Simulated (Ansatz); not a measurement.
Li2Se:

```
Se Li
1.0
     0.00000    3.00250    3.00250
     3.00250    0.00000    3.00250
     3.00250    3.00250    0.00000
Se Li
1 2
Direct
  0.00000 0.00000 0.00000
  0.75000 0.75000 0.75000
  0.25000 0.25000 0.25000
```

Base run:

| Quantity | Value |
| --- | --- |
| Program | Ansatz 0.2.0 |
| Functional | PBEsol |
| Potentials or basis | Ansatz PAW |
| Cutoff | 420 eV |
| Density cutoff | 1680 eV |
| k mesh | 8 × 8 × 8 |
| Occupations | fixed |
| Spin | no spin polarisation |

Its results: band gap on the k mesh 2.84 eV, indirect (least direct gap 3.24 eV); pressure -1.0 GPa.

Task: The run is repeated on the same cell with these changes: functional from PBEsol to r2SCAN; cutoff from 420 eV to 500 eV; density cutoff from 1680 eV to 2000 eV; level from pbesol to r2scan. What comes out?

Result: Band gap on the k mesh 3.48 eV, indirect (least direct gap 4.06 eV); pressure -0.3 GPa.

Caveats: the PAW data sets come from PBE, with cores solved anew for the run's functional, which leaves a small shift of forces and pressure.

Not every run made on this cell is shown here.
